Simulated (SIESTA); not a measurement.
The system is BP.

```
P B
1.0
     0.00000    2.26900    2.26900
     2.26900    0.00000    2.26900
     2.26900    2.26900    0.00000
P B
1 1
Cartesian
  3.4035 3.4035 3.4035
  0.0000 0.0000 0.0000
```

Base run:

```yaml
Program: SIESTA 5.4.2
Functional: RPBE
Potentials_or_basis: PseudoDojo 0.4 standard (PBE files)
Basis: DZP (energy shift 0.002 Ry)
Grid_cutoff: 500 Ry
Energy_shift: 0.002 Ry
k_mesh: 10 × 10 × 10
Occupations: fermi-dirac, width 0.05 eV
Spin: no spin polarisation
```

Its results: band gap on the k mesh 1.36 eV, indirect (least direct gap 3.44 eV); pressure 5.4 GPa.

Q: The run is repeated on the same cell with these changes: functional from RPBE to BLYP. What comes out?

A: Band gap on the k mesh 1.55 eV, indirect (least direct gap 3.60 eV); pressure 10.8 GPa.

Caveats: the potentials were made for another functional, which shifts forces and pressure; the basis of atomic orbitals isn't converged, which shifts pressures, moduli and gaps.
